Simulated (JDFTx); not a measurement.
## Zr under changes of volume

One of the cells (23.281 Å³/atom); the others are scaled copies at fixed shape and fractional positions:

```xyz
2
Lattice="3.2320 0.0000 0.0000 -1.6160 2.7990 0.0000 0.0000 0.0000 5.1470" Properties=species:S:1:pos:R:3 pbc="T T T"
Zr    1.6160    0.9330    3.8603
Zr    0.0000    1.8660    1.2868
```

* Program: JDFTx 1.7.0 (patched build)
* Functional: RPBE
* Potentials or basis: PseudoDojo-SR-PBE-0.5-standard
* Cutoff: 898 eV
* Density cutoff: 7184 eV
* k mesh: 9 × 9 × 5
* Occupations: fermi-dirac, width 0.05 eV
* Spin: no spin polarisation

```tsv
volume (Å³/atom)	energy over the lowest point (meV/atom)	pressure (GPa)
21.884	?	?
22.350	34.46	7.1
22.815	16.92	4.9
23.281	5.64	2.8
23.746	0.14	0.9
24.212	0.00	-0.9
24.678	4.78	-2.5
```

What does the run at 21.884 Å³/atom give?

Energy over the lowest point 58.76 meV/atom; pressure 9.6 GPa.

Worked out: A Birch-Murnaghan fit of order 3 (a polynomial in V^(-2/3)) to the other rows has its minimum at 23.99 Å³/atom with B0 = V·E''(V) = 91 GPa and B' = 3.1 at fixed shape and positions, which overstates the stiffness. It gives 58.85 meV/atom at 21.884 Å³/atom, against the run's 58.76, and -dE/dV = 9.6 GPa, against 9.6.

Energies are extrapolated to zero smearing.

Caveats: the potentials were made for another functional, which shifts forces and pressure.
